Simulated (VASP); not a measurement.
# C in VASP: how settings move the PBE single point

The PBE single point of diamond C, under +2.0 % biaxial strain in x and y, free along z is repeated with altered inputs. Which of them can be trusted?

Code: VASP 6.6.1. PAW datasets, plane waves. Computed at 0 K without zero-point motion; spin polarisation is off.

## (1) Starting point

The cell comes from an earlier relaxation with r2SCAN in another program, then strained, with the atoms relaxed again.

The symmetry is I4_1/amd (No. 141, tetragonal); conventional cell a = 2.568 Å, c = 3.545 Å, 5.84 Å³ an atom. Around C lie 4 C at 1.56 Å.

Coordinates:

```cif
data_structure
_symmetry_space_group_name_H-M 'P 1'
_symmetry_Int_Tables_number 1
_cell_length_a 2.5375
_cell_length_b 2.5375
_cell_length_c 2.5678
_cell_angle_alpha 59.604
_cell_angle_beta 59.604
_cell_angle_gamma 60.791
_cell_volume 11.69
loop_
_atom_site_label
_atom_site_type_symbol
_atom_site_fract_x
_atom_site_fract_y
_atom_site_fract_z
_atom_site_occupancy
C1 C 0.00000 0.00000 0.00000 1
C2 C 0.25000 0.25000 0.25000 1
```

## (2) The reference run

Input file INCAR:

```
ENCUT = 520.000000
SIGMA = 0.020000
EDIFF = 1.00e-07
GGA = PE
PREC = Accurate
IBRION = -1
ISIF = 2
ISMEAR = -1
NBANDS = 11
NELM = 120
NSW = 0
LASPH = .TRUE.
LCHARG = .TRUE.
LELF = .TRUE.
LWAVE = .FALSE.
LREAL = .FALSE.
```

Input file KPOINTS:

```
KPOINTS created by Atomic Simulation Environment
0
Gamma
12 12 12
0 0 0
```

Input file POSCAR:

```
C
 1.0000000000000000
     0.0000000000000000    1.8157266254000000    1.7726397714000000
     1.8157266254000000    0.0000000000000000    1.7726397714000000
     1.8157266254000000    1.8157266254000000    0.0000000000000000
 C
   2
Cartesian
  0.0000000000000000  0.0000000000000000  0.0000000000000000
  0.9078633126999999  0.9078633126999999  0.8863198857000000
```

A file KPOINTS_OPT adds named points for the levels; it doesn't enter the self-consistent loop.

Potentials: the recommended PBE PAW datasets, 8 valence electrons.

Launch:

```console
$ mpirun -np 1 vasp_std
```

The closing lines of the self-consistent loop in OSZICAR:

```text
DAV:   9    -0.181647696589E+02   -0.43194E-04   -0.62726E-05  4331   0.636E-02    0.239E-02
DAV:  10    -0.181647900435E+02   -0.20385E-04   -0.15891E-05  3811   0.347E-02    0.525E-03
DAV:  11    -0.181647901045E+02   -0.61023E-07   -0.25761E-07  4332   0.452E-03
   1 F= -.18164790E+02 E0= -.18164790E+02  d E =-.149383E-12
```

Wall time 16 s (1 MPI rank of Intel Xeon Platinum 8488C, shared host); peak memory 0.14 GiB.

It gives: energy (σ→0) -18.1648 eV, pressure -10.09 GPa, gap on the mesh 3.49 eV.

## (3) Altered input 1

Input file INCAR:

```
ENCUT = 520.000000
SIGMA = 0.020000
EDIFF = 1.00e-07
PREC = Accurate
IBRION = -1
ISIF = 2
ISMEAR = -1
NBANDS = 11
NELM = 120
NSW = 0
LASPH = .TRUE.
LCHARG = .FALSE.
LWAVE = .FALSE.
LREAL = .FALSE.
METAGGA = MS2
```

KPOINTS is that of step 2.

POSCAR is that of step 2.

Launch:

```console
$ mpirun -np 1 vasp_std
```

Printed to the terminal (iteration lines stand in OSZICAR):

```text
POSCAR found type information on POSCAR C
 POSCAR found :  1 types and       2 ions
 -----------------------------------------------------------------------------
|                                                                             |
|                                                                             |
|     You enforced a specific xc type in the INCAR file but a different       |
|     I HOPE YOU KNOW WHAT YOU ARE DOING!                                     |
|                                                                             |
 -----------------------------------------------------------------------------

 LDA part: xc-table for (None), standard interpolation
 POSCAR, INCAR and KPOINTS ok, starting setup
 FFT: planning ... GRIDC
 FFT: planning ... GRID_SOFT
 FFT: planning ... GRID
 WAVECAR not read
 entering main loop
```

OSZICAR:

```text
N       E                     dE             d eps       ncg     rms          rms(c)
DAV:   1    -0.154975292210E+02   -0.15498E+02   -0.44803E+03  3648   0.684E+02
DAV:   2    -0.326621608399E+02   -0.17165E+02   -0.16505E+02  4652   0.112E+02
DAV:   3    -0.330011987652E+02   -0.33904E+00   -0.33778E+00  4197   0.117E+01
DAV:   4    -0.330016306805E+02   -0.43192E-03   -0.43191E-03  3840   0.455E-01
DAV:   5    -0.330016309059E+02   -0.22542E-06   -0.22541E-06  4095   0.104E-02    0.520E+00
DAV:   6    -0.220130615364E+02    0.10989E+02   -0.12189E+00  3586   0.935E+00    0.363E+00
DAV:   7    -0.220010905538E+02    0.11971E-01   -0.10357E+00  3594   0.797E+00    0.167E+00
DAV:   8    -0.219316926962E+02    0.69398E-01   -0.68705E-02  3784   0.198E+00    0.686E-01
DAV:   9    -0.219339107252E+02   -0.22180E-02   -0.70191E-04  3982   0.276E-01    0.636E-01
DAV:  10    -0.219295558260E+02    0.43549E-02   -0.88467E-03  3652   0.735E-01    0.780E-02
DAV:  11    -0.219296961343E+02   -0.14031E-03   -0.23196E-04  4147   0.154E-01    0.323E-02
DAV:  12    -0.219296961724E+02   -0.38104E-07   -0.30382E-05  3809   0.510E-02    0.394E-03
DAV:  13    -0.219296948126E+02    0.13598E-05   -0.18259E-06  4220   0.128E-02    0.745E-03
DAV:  14    -0.219296946192E+02    0.19340E-06   -0.33009E-08  2234   0.177E-03    0.502E-03
DAV:  15    -0.219296945782E+02    0.41035E-07   -0.88829E-09  1847   0.103E-03
   1 F= -.21929695E+02 E0= -.21929695E+02  d E =-.685042E-12
```

OUTCAR, selected sections:

```text
k-points           NKPTS =    163   k-points in BZ     NKDIM =    163   number of bands    NBANDS=     11

   NELECT =       8.0000    total number of electrons

   dimension x,y,z NGX =    20 NGY =   20 NGZ =   20
   dimension x,y,z NGXF=    40 NGYF=   40 NGZF=   40

  energy-cutoff  :      520.00
  volume of cell :       11.69
      direct lattice vectors                 reciprocal lattice vectors
     0.000000000  1.815726625  1.772639771    -0.275371850  0.275371850  0.282065205
     1.815726625  0.000000000  1.772639771     0.275371850 -0.275371850  0.282065205
     1.815726625  1.815726625  0.000000000     0.275371850  0.275371850 -0.282065205

 k-points in reciprocal lattice and weights: KPOINTS created by Atomic Simulation Env
   0.00000000  0.00000000  0.00000000       0.001
   0.08333333  0.00000000  0.00000000       0.005
   0.16666667  0.00000000  0.00000000       0.005
   0.25000000  0.00000000  0.00000000       0.005
   0.33333333  0.00000000  0.00000000       0.005
   0.41666667 -0.00000000  0.00000000       0.005
   0.50000000  0.00000000  0.00000000       0.002
   0.08333333  0.08333333  0.00000000       0.001
[... 155 more k-points ...]

 E-fermi :   9.6725

 k-point     1 :       0.0000    0.0000    0.0000
  band No.  band energies     occupation
      1     -12.5883      2.00000
      2       8.9124      2.00000
      3       8.9124      2.00000
      4       9.2645      2.00000
      5      15.3804      0.00000
      6      15.7082      0.00000
      7      15.7082      0.00000
      8      23.0458      0.00000
      9      28.0976      0.00000
     10      35.7107      0.00000
     11      36.6009      0.00000

 k-point     2 :       0.0833    0.0000    0.0000
  band No.  band energies     occupation
      1     -12.3948      2.00000
      2       7.8544      2.00000
      3       8.6146      2.00000
      4       8.8830      2.00000
      5      15.8069      0.00000
      6      16.1029      0.00000
      7      16.2850      0.00000
      8      23.2301      0.00000
      9      28.4729      0.00000
     10      33.6097      0.00000
     11      34.3182      0.00000

 k-point     3 :       0.1667    0.0000    0.0000
  band No.  band energies     occupation
      1     -11.8171      2.00000
      2       5.3828      2.00000
      3       7.9408      2.00000
      4       8.2290      2.00000
      5      16.6755      0.00000
      6      16.9770      0.00000
      7      17.2668      0.00000
      8      23.7568      0.00000
      9      29.2717      0.00000
     10      32.1055      0.00000
     11      32.6616      0.00000

 k-point     4 :       0.2500    0.0000    0.0000
  band No.  band energies     occupation
      1     -10.8650      2.00000
      2       2.5452      2.00000
      3       7.2188      2.00000
      4       7.5518      2.00000
      5      17.4109      0.00000
      6      17.7857      0.00000
      7      18.0690      0.00000
      8      24.4761      0.00000
      9      29.7998      0.00000
     10      31.8236      0.00000
     11      32.1837      0.00000

[... the tables of k-points 5 to 163 left out ...]

  Total       -1.8260266     -1.8260266     -0.2167082      0.0000000     -0.0000000     -0.0000000
  in kB     -250.3031232   -250.3031232    -29.7053432      0.0000000     -0.0000000     -0.0000000
  external PRESSURE =    -176.7705298 kB  Pullay stress =       0.0000000 kB

 POSITION                                       TOTAL-FORCE (eV/Angst)
 -----------------------------------------------------------------------------------
      0.00000      0.00000      0.00000         0.000000      0.000000      0.000000
      0.90786      0.90786      0.88632        -0.000000     -0.000000     -0.000000
 -----------------------------------------------------------------------------------
    total drift:                                0.000000      0.000000      0.000000

  FREE ENERGIE OF THE ION-ELECTRON SYSTEM (eV)
  ---------------------------------------------------
  free  energy   TOTEN  =       -21.9296945782 eV

  energy  without entropy=      -21.9296945782  energy(sigma->0) =      -21.92969458
```

It took 83 s on 1 MPI rank of Intel Xeon Platinum 8488C, shared host; peak memory 0.13 GiB.

Changed: METAGGA = MS2. The run ends normally. Its total energy is on another scale than the reference's; the pressure goes from -10.1 to -17.7 GPa, the gap on the mesh goes from 3.49 to 4.14 eV. The functional is now MS2, on datasets made with PBE.

## (4) Comparison

| run | changed | ending | energy change (meV/atom) | pressure (GPa) | gap on the mesh (eV; negative: overlap) | electronic steps | time | usable |
| --- | --- | --- | --- | --- | --- | --- | --- | --- |
| ref. | – | converged | 0 | -10.1 | 3.49 | 11 | 16 s | yes |
| 1 | METAGGA = MS2 | converged | – | -17.7 | 4.14 | 15 | 83 s | yes |

The altered input gave usable results.
